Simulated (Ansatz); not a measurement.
# Two-dimensional strain map in Hg

All numbers below come from DFT r2SCAN, scalar-relativistic, plane waves, PAW (Ansatz 0.2.0). The runs took a 500 eV cutoff, a Γ-centred 18×18×18 mesh and Gaussian smearing (0.15 eV). Spin–orbit coupling is left out, which can shift energies with elements as heavy as these. No spin polarisation. Energies are free energies at this smearing, counted from the undisturbed cell; pressure is positive in compression.

The starting cell (as given, not relaxed at this level; it stands at 4.3 GPa):

```xyz
1
Lattice="1.7300 0.9988 2.2340 -1.7300 0.9988 2.2340 0.0000 -1.9976 2.2340" Properties=species:S:1:pos:R:3 pbc="T T T"
Hg    0.0000    0.0000    0.0000
```

The cell is strained by p along both x and y and by q along z, fractional coordinates fixed. Points are written (p, q).

Energy above the undisturbed cell in meV/atom (a dash: not computed):

| p \ q | -0.080 | 0.000 | 0.080 |
| --- | --- | --- | --- |
| -0.080 | 507.8 | 215.5 | 89.6 |
| 0.000 | 99.8 | 0.0 | -19.3 |
| 0.080 | -31.7 | -38.2 | – |

Pressure in GPa:

```
 p \ q  -0.080  0.000  0.080
-0.080    35.7   18.2    9.4
 0.000    12.1    4.3    1.0
 0.080     2.3   -0.6      –
```